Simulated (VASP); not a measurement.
# C in VASP: further runs

Runs on C. Level: LDA. Tasks: single point.

Everything below comes from runs of VASP 6.6.1. Logs are shortened: lines on timing, memory, paths and dates and some standing lists are left out, and cuts for length are marked.

### 1 Starting point

The cell holds a slab with vacuum, 2 atoms: a = 2.640 Å, b = 2.640 Å, c = 28.000 Å, α = 90.00°, β = 90.00°, γ = 120.00°.

The cell was built by a generator and needn't be a form met in nature.

### 2 Single point, LDA

Contents of INCAR:

```
SYSTEM = C
ALGO = Normal
DIPOL = 0.5 0.5 0.500
EDIFF = 1E-6
ENCUT = 520
IDIPOL = 3
ISIF = 2
ISMEAR = 0
LASPH = .True.
LCHARG = .True.
LDIPOL = .True.
LELF = .True.
LREAL = .False.
LVACPOTAV = .True.
LVHAR = .True.
LWAVE = .False.
NBANDS = 11
NELM = 100
PREC = Accurate
SIGMA = 0.1
```

Contents of KPOINTS:

```
k-points
0
Gamma
  21 21 1
  0 0 0
```

Contents of POSCAR:

```
C
1.0
    2.6400000000      0.0000000000      0.0000000000
   -1.3200000000      2.2863070660      0.0000000000
    0.0000000000      0.0000000000     28.0000000000
C
2
Direct
    0.3333333333      0.6666666667      0.5101964286
    0.6666666667      0.3333333333      0.4898035714
```

Potentials or basis: VASP PAW LDA potentials, release 64 (C).

Started as:

```
$ cat potpaw_LDA.64/C/POTCAR > POTCAR
$ mpirun -np 1 vasp_std > vasp.out
```

OUTCAR:

```text
SYSTEM = C
   EDIFF = 1E-6
   ENCUT = 520
   ISIF = 2
   ISMEAR = 0
   LASPH = .True.
   LREAL = .False.
   NELM = 100
   PREC = Accurate

 ion  position               nearest neighbor table
   1  0.333  0.667  0.510-   2 1.63   2 1.63   2 1.63
   2  0.667  0.333  0.490-   1 1.63   1 1.63   1 1.63

  LATTYP: Found a hexagonal cell.
 ALAT       =     2.6400000000
 C/A-ratio  =    10.6060606061

  Lattice vectors:

 A1 = (   2.6400000000,   0.0000000000,   0.0000000000)
 A2 = (  -1.3200000000,   2.2863070660,   0.0000000000)
 A3 = (   0.0000000000,   0.0000000000,  28.0000000000)

Analysis of symmetry for initial positions (statically):
=====================================================================
 Subroutine PRICEL returns:
 Original cell was already a primitive cell.

 Routine SETGRP: Setting up the symmetry group for a
 hexagonal supercell.

 Subroutine GETGRP returns: Found 12 space group operations
 (whereof 12 operations were pure point group operations)
 out of a pool of 24 trial point group operations.

The static configuration has the point symmetry D_3d.

Analysis of symmetry for dynamics (positions and initial velocities):
=====================================================================
 Subroutine PRICEL returns:
 Original cell was already a primitive cell.

 Routine SETGRP: Setting up the symmetry group for a
 hexagonal supercell.

 Subroutine GETGRP returns: Found 12 space group operations
 (whereof 12 operations were pure point group operations)
 out of a pool of 24 trial point group operations.

The dynamic configuration has the point symmetry D_3d.

 Subroutine INISYM returns: Found 12 space group operations
 (whereof 12 operations are pure point group operations),
 and found     1 'primitive' translations

----------------------------------------------------------------------------------------

                                     Primitive cell

  volume of cell :     169.0038

  direct lattice vectors                    reciprocal lattice vectors
     2.640000000  0.000000000  0.000000000     0.378787879  0.218693284  0.000000000
    -1.320000000  2.286307066  0.000000000     0.000000000  0.437386568  0.000000000
     0.000000000  0.000000000 28.000000000     0.000000000  0.000000000  0.035714286

  length of vectors
     2.640000000  2.640000000 28.000000000     0.437386568  0.437386568  0.035714286

  position of ions in fractional coordinates (direct lattice)
     0.333333333  0.666666667  0.510196429
     0.666666667  0.333333333  0.489803571

  ion indices of the primitive-cell ions
   primitive index   ion index
                 1           1
                 2           2

----------------------------------------------------------------------------------------

 KPOINTS: k-points

Automatic generation of k-mesh.
 Grid dimensions read from file:
 generate k-points for:   21   21    1

 Generating k-lattice:

  Cartesian coordinates                     Fractional coordinates (reciprocal lattice)
     0.018037518  0.010413966  0.000000000     0.047619048  0.000000000  0.000000000
     0.000000000  0.020827932  0.000000000     0.000000000  0.047619048  0.000000000
     0.000000000  0.000000000  0.035714286     0.000000000  0.000000000  1.000000000

  Length of vectors
     0.020827932  0.020827932  0.035714286

  Shift w.r.t. Gamma in fractional coordinates (k-lattice)
     0.000000000  0.000000000  0.000000000

 Subroutine IBZKPT returns following result:
 ===========================================

 Found     48 irreducible k-points:

 Following reciprocal coordinates:
            Coordinates               Weight
  0.000000  0.000000  0.000000      1.000000
  0.047619  0.000000  0.000000      6.000000
  0.095238  0.000000  0.000000      6.000000
  0.142857 -0.000000  0.000000      6.000000
  0.190476  0.000000  0.000000      6.000000
  0.238095 -0.000000  0.000000      6.000000
[... 16 lines left out ...]
  0.142857  0.095238  0.000000     12.000000
  0.190476  0.095238  0.000000     12.000000
 [... further k-points ...]
   k-points           NKPTS =     48   k-points in BZ     NKDIM =     48   number of bands    NBANDS=     11
   number of dos      NEDOS =    301   number of ions     NIONS =      2
   total plane-waves  NPLWV =  84000
   dimension x,y,z NGX =    20 NGY =   20 NGZ =  210
   dimension x,y,z NGXF=    40 NGYF=   40 NGZF=  420
   ions per type =               2
   NGX,Y,Z   is equivalent  to a cutoff of  12.59, 12.59, 12.47 a.u.
   NGXF,Y,Z  is equivalent  to a cutoff of  25.19, 25.19, 24.94 a.u.
 SYSTEM =  C
   PREC   = accura    normal or accurate (medium, high low for compatibility)
   ISTART =      0    job   : 0-new  1-cont  2-samecut
   ICHARG =      2    charge: 1-file 2-atom 10-const
   ISPIN  =      1    spin polarized calculation?
   LNONCOLLINEAR =      F non collinear calculations
   LSORBIT =      F    spin-orbit coupling
   LASPH  =      T    aspherical Exc in radial PAW
   ENCUT  =  520.0 eV  38.22 Ry    6.18 a.u.   4.91  4.91 52.06*2*pi/ulx,y,z
   NELM   =    100;   NELMIN=  2; NELMDL= -5     # of ELM steps
   EDIFF  = 0.1E-05   stopping-criterion for ELM
   LREAL  =      F    real-space projection
   EDIFFG = 0.1E-04   stopping-criterion for IOM
   NSW    =      0    number of steps for IOM
   IBRION =     -1    ionic relax: 0-MD 1-quasi-New 2-CG
   NFREE  =      0    steps in history (QN), initial steepest desc. (CG)
   ISIF   =      2    stress and relaxation
   ISYM   =      2    0-nonsym 1-usesym 2-fastsym
   POTIM  = 0.5000    time-step for ionic-motion
   TEBEG  =    0.0;   TEEND  =   0.0 temperature during run
   PSTRESS=    0.0 pullay stress
   NELECT =       8.0000    total number of electrons
   NUPDOWN=      -1.0000    fix difference up-down
   EMIN   =  10.00;   EMAX   =-10.00  energy-range for DOS
   EFERMI =   0.00;   METHOD = LEGACY
   ISMEAR =     0;   SIGMA  =   0.10  broadening in eV -4-tet -1-fermi 0-gaus
   EFERMI_NEDOS =   21; number of points for ismear=-14 and -15
   IALGO  =     38    algorithm
   IMIX   =      4    mixing-type and parameters
     AMIX     =   0.40;   BMIX     =  1.00
     AMIX_MAG =   1.60;   BMIX_MAG =  1.00
  volume/ion in A,a.u.               =      84.50       570.25
  Fermi-wavevector in a.u.,A,eV,Ry     =   0.592206  1.119107  4.771668  0.350708
  Thomas-Fermi vector in A             =   1.640931
   LORBIT       =      0    0 simple, 1 ext, 2 COOP (PROOUT), +10 PAW based schemes
   GGA     = CA    functional components
   LHFCALC =     F    Hartree Fock is set to
   AEXX    =    0.0000 exact exchange contribution
   IVDW    =     0    specifies the selected vdW correction
   LEPSILON=     F    determine dielectric tensor
   LRPA    =     F    only Hartree local field effects (RPA)
 non-spin polarized calculation
 Gauss-broadening in eV      SIGMA  =   0.10
  energy-cutoff  :      520.00
  volume of cell :      169.00
 maximum number of plane-waves:      4641
 NGX is ok and might be reduce to    20
   NGX =  9   NGY =  9   NGZ =105

 dipolmoment           0.000000      0.000000      0.000000 electrons x Angstroem

 number of electron       7.9999999 magnetization

 dipolmoment           0.000000      0.000000     -0.000000 electrons x Angstroem

 Free energy of the ion-electron system (eV)
  ---------------------------------------------------
  ext. energy  EPLUGINS =         0.00000000
  ---------------------------------------------------
  free energy    TOTEN  =       -16.78933676 eV

  energy without entropy =      -16.78882502  energy(sigma->0) =      -16.78908089

 E-fermi :  -4.6552     XC(G=0):  -1.6255

 val. band max:       -4.6552446846   @ k =   0.3333   0.3333   0.0000
 cond. band min:      -4.6552446791   @ k =   0.3333   0.3333   0.0000
 fundamental gap:      0.0000000055
 Fermi energy:        -4.6552446820

 k-point     1 :       0.0000    0.0000    0.0000
  band No.  band energies     occupation
      1     -20.9020      2.00000
      2     -10.2397      2.00000
      3      -5.1253      2.00000
      4      -5.1253      2.00000
      5      -2.4258      0.00000
      6       0.8171      0.00000
      7       0.9889      0.00000
      8       1.3511      0.00000
      9       1.4286      0.00000
     10       2.1948      0.00000
     11       2.4595      0.00000

 k-point     2 :       0.0476    0.0000    0.0000
  band No.  band energies     occupation
      1     -20.8530      2.00000
      2     -10.1894      2.00000
      3      -5.3655      2.00000
      4      -5.2202      2.00000
      5      -2.3949      0.00000
      6       0.8811      0.00000
      7       1.0525      0.00000
      8       1.4075      0.00000
      9       1.4933      0.00000
     10       2.2393      0.00000
     11       2.5237      0.00000

 k-point     3 :       0.0952    0.0000    0.0000
  band No.  band energies     occupation
      1     -20.7063      2.00000
      2     -10.0388      2.00000
      3      -6.0209      2.00000
      4      -5.4795      2.00000
      5      -2.3084      0.00000
      6       1.0726      0.00000
      7       1.2420      0.00000
      8       1.5711      0.00000
      9       1.6873      0.00000
     10       2.3442      0.00000
     11       2.7103      0.00000
[... 267 lines left out ...]
 k-point    23 :       0.1429    0.0952    0.0000
  band No.  band energies     occupation
      1     -19.9776      2.00000
      2      -9.3003      2.00000
      3      -8.2612      2.00000
      4      -6.7327      2.00000
      5      -2.0331      0.00000
      6       2.0207      0.00000
      7       2.0472      0.00000
      8       2.3184      0.00000
      9       2.6546      0.00000
     10       2.8785      0.00000
     11       3.4688      0.00000

 k-point    24 :       0.1905    0.0952    0.0000
  band No.  band energies     occupation
      1     -19.5448      2.00000
      2      -9.3185      2.00000
      3      -8.8700      2.00000
      4      -7.2290      2.00000
      5      -2.0107      0.00000
      6       2.2219      0.00000
      7       2.5915      0.00000
      8       2.8488      0.00000
      9       3.2252      0.00000
     10       3.2411      0.00000
     11       3.8473      0.00000

 [... further k-points ...]

------------------------ aborting loop because EDIFF is reached ----------------------------------------

  FORCE on cell =-STRESS in cart. coord.  units (eV):
  Direction    XX          YY          ZZ          XY          YZ          ZX
  --------------------------------------------------------------------------------------
  -------------------------------------------------------------------------------------
  Total       -6.2589570     -6.2589570     -5.2037282      0.0000000      0.0000000      0.0000000
  in kB      -59.3356951    -59.3356951    -49.3319937      0.0000000      0.0000000      0.0000000
  external PRESSURE =     -56.0011280 kB  Pullay stress =       0.0000000 kB

 VOLUME and BASIS-vectors are now :
 -----------------------------------------------------------------------------
  energy-cutoff  :      520.00
  volume of cell :      169.00
      direct lattice vectors                 reciprocal lattice vectors
     2.640000000  0.000000000  0.000000000     0.378787879  0.218693284  0.000000000
    -1.320000000  2.286307066  0.000000000     0.000000000  0.437386568  0.000000000
     0.000000000  0.000000000 28.000000000     0.000000000  0.000000000  0.035714286

 POSITION                                       TOTAL-FORCE (eV/Angst)
 -----------------------------------------------------------------------------------
     -0.00000      1.52420     14.28550        -0.000000     -0.000000     -9.094558
      1.32000      0.76210     13.71450         0.000000      0.000000      9.094558
 -----------------------------------------------------------------------------------
    total drift:                                0.000000      0.000000      0.000000

  FREE ENERGIE OF THE ION-ELECTRON SYSTEM (eV)
  ---------------------------------------------------
  free  energy   TOTEN  =       -16.7893367568 eV

  energy  without entropy=      -16.7888250202  energy(sigma->0) =      -16.78908089

 vacuum level on the upper side and lower side of the slab         1.015         1.015
```

Wall time 88 s (1 thread of AMD EPYC 9R14 (Zen 4), shared host); peak memory 0.22 GiB.

What came out:

```
Free energy                     : -16.7893 eV
Largest force                   : 9.095 eV/Å
Band gap on the k mesh          : none (metal or under the smearing width)
Work function of the upper face : 5.67 eV
Work function of the lower face : 5.67 eV
```

Forces on the atoms (eV/Å):
```
C    0.000  0.000 -9.095
C    0.000  0.000  9.095
```

Levels at points of the mesh, in eV from the Fermi level:
```tsv
k point	band 2	band 3	band 4	band 5	band 6	band 7
(0.00, 0.00, 0.00)	-5.58	-0.47	-0.47	2.23	5.47	5.64
```

### 3 Single point, LDA

This run uses another cell than the first one, of 62.09 Å³/atom, 0.735 times its volume.

Contents of INCAR:

```
ALGO     = Fast           # electronic algorithm
DIPOL    = 0.5 0.5 0.500
EDIFF    = 1E-7           # SCF threshold, eV
ENCUT    = 520            # plane-wave cutoff, eV
GGA      = CA             # functional
IDIPOL   = 3            
ISIF     = 2              # what is computed and relaxed
ISMEAR   = 0              # smearing method
LASPH    = T              # aspherical terms in the spheres
LCHARG   = T              # write CHGCAR
LDIPOL   = T            
LELF     = T              # ELF
LREAL    = F              # projectors in reciprocal space
LVACPOTAV= T            
LVHAR    = T            
LWAVE    = F              # write WAVECAR
NBANDS   = 11             # bands
NELM     = 100            # most SCF steps
PREC     = Accurate       # precision mode
SIGMA    = 0.1            # smearing width, eV
```

Contents of KPOINTS:

```
k-points
0
Gamma
  21 21 1
```

Contents of POSCAR:

```
C
1.0
    2.2630000000      0.0000000000      0.0000000000
   -1.1315000000      1.9598154888      0.0000000000
    0.0000000000      0.0000000000     28.0000000000
C
2
Direct
    0.3333333333      0.6666666667      0.5000000000
    0.6666666667      0.3333333333      0.5000000000
```

Potentials or basis: VASP PAW LDA potentials, release 64 (C).

Started as:

```
$ cat potpaw_LDA.64/C/POTCAR > POTCAR
$ mpirun -np 1 vasp_std > vasp.out
```

OUTCAR:

```text
EDIFF = 1E-7
   ENCUT = 520
   GGA = CA
   ISIF = 2
   ISMEAR = 0
   LASPH = T
   LREAL = F
   NELM = 100
   PREC = Accurate

 ion  position               nearest neighbor table
   1  0.333  0.667  0.500-   2 1.31   2 1.31   2 1.31
   2  0.667  0.333  0.500-   1 1.31   1 1.31   1 1.31

  LATTYP: Found a hexagonal cell.
 ALAT       =     2.2630000000
 C/A-ratio  =    12.3729562528

  Lattice vectors:

 A1 = (   2.2630000000,   0.0000000000,   0.0000000000)
 A2 = (  -1.1315000000,   1.9598154888,   0.0000000000)
 A3 = (   0.0000000000,   0.0000000000,  28.0000000000)

Analysis of symmetry for initial positions (statically):
=====================================================================
 Subroutine PRICEL returns:
 Original cell was already a primitive cell.

 Routine SETGRP: Setting up the symmetry group for a
 hexagonal supercell.

 Subroutine GETGRP returns: Found 24 space group operations
 (whereof 24 operations were pure point group operations)
 out of a pool of 24 trial point group operations.

The static configuration has the point symmetry D_6h.

Analysis of symmetry for dynamics (positions and initial velocities):
[... 181 lines left out ...]
      9       1.8347      0.00000
     10       7.5814      0.00000
     11       7.5815      0.00000
[... 309 lines left out ...]
 k-point    24 :       0.1905    0.0952    0.0000
  band No.  band energies     occupation
      1     -22.2594      2.00000
      2      -9.9459      2.00000
      3      -9.9062      2.00000
      4      -8.4974      2.00000
      5       2.3986      0.00000
      6       3.4371      0.00000
      7       3.7154      0.00000
      8       4.0810      0.00000
      9       4.3089      0.00000
     10       6.6252      0.00000
     11       8.7470      0.00000

 [... further k-points ...]

------------------------ aborting loop because EDIFF is reached ----------------------------------------

 vacuum level on the upper side and lower side of the slab       (xc-potential included)        -0.103        -0.103

  FORCE on cell =-STRESS in cart. coord.  units (eV):
  Direction    XX          YY          ZZ          XY          YZ          ZX
  --------------------------------------------------------------------------------------
  -------------------------------------------------------------------------------------
  Total       12.9964464     12.9964464     -0.0216782     -0.0000000      0.0000000     -0.0000000
  in kB      167.6785193    167.6785193     -0.2796895     -0.0000000      0.0000000     -0.0000000
  external PRESSURE =     111.6924497 kB  Pullay stress =       0.0000000 kB

 VOLUME and BASIS-vectors are now :
 -----------------------------------------------------------------------------
  energy-cutoff  :      520.00
  volume of cell :      124.18
      direct lattice vectors                 reciprocal lattice vectors
     2.263000000  0.000000000  0.000000000     0.441891295  0.255126058  0.000000000
    -1.131500000  1.959815489  0.000000000     0.000000000  0.510252116  0.000000000
     0.000000000  0.000000000 28.000000000     0.000000000  0.000000000  0.035714286

 POSITION                                       TOTAL-FORCE (eV/Angst)
 -----------------------------------------------------------------------------------
     -0.00000      1.30654     14.00000        -0.000000      0.000000      0.000000
      1.13150      0.65327     14.00000         0.000000     -0.000000     -0.000000
 -----------------------------------------------------------------------------------
    total drift:                                0.000000      0.000000     -0.000000

  FREE ENERGIE OF THE ION-ELECTRON SYSTEM (eV)
  ---------------------------------------------------
  free  energy   TOTEN  =       -19.2111639585 eV

  energy  without entropy=      -19.2106522219  energy(sigma->0) =      -19.21090809

 vacuum level on the upper side and lower side of the slab         1.199         1.199
```

OSZICAR:

```text
N       E                     dE             d eps       ncg     rms          rms(c)
DAV:   1     0.508682799968E+02    0.50868E+02   -0.36768E+03  1192   0.524E+02
DAV:   2    -0.173823848271E+02   -0.68251E+02   -0.58225E+02  1452   0.114E+02
DAV:   3    -0.220548351149E+02   -0.46725E+01   -0.46696E+01  1536   0.376E+01
[... 15 lines left out ...]
RMM:  19    -0.192111596433E+02   -0.63100E-05   -0.26674E-07  1612   0.332E-03    0.730E-04
RMM:  20    -0.192111630562E+02   -0.34129E-05   -0.14034E-07  1418   0.249E-03    0.104E-03
RMM:  21    -0.192111634001E+02   -0.34395E-06   -0.12990E-08  1345   0.843E-04    0.760E-04
RMM:  22    -0.192111639411E+02   -0.54097E-06   -0.54671E-08  1370   0.138E-03    0.242E-04
RMM:  23    -0.192111639585E+02   -0.17391E-07   -0.41545E-09  1364   0.513E-04
   1 F= -.19211164E+02 E0= -.19210908E+02  d E =-.511737E-03
```

stdout:

```text
POSCAR found type information on POSCAR C
 POSCAR found :  1 types and       2 ions
 scaLAPACK will be used
 LDA part: xc-table for (Slater(with rela. corr.)+CA(PZ))
 , standard interpolation
 POSCAR, INCAR and KPOINTS ok, starting setup
 FFT: planning ... GRIDC
 FFT: planning ... GRID_SOFT
 FFT: planning ... GRID
 WAVECAR not read
 entering main loop
```

Run time: 88 s. Hardware: 1 thread of AMD EPYC 9R14 (Zen 4), shared host; peak memory 0.18 GiB.

Results:

| Item | Value |
| --- | --- |
| Free energy | -19.2112 eV |
| Band gap on the k mesh | none (metal or under the smearing width) |
| Work function of the upper face | 3.73 eV |
| Work function of the lower face | 3.73 eV |

Levels at points of the mesh, in eV from the Fermi level:
```csv
k point,band 1,band 2,band 3,band 4,band 5,band 6,band 7,band 8,band 9
"(0.00, 0.00, 0.00)",-21.43,-9.54,-2.84,-2.84,2.54,3.53,3.77,4.14,4.37
```
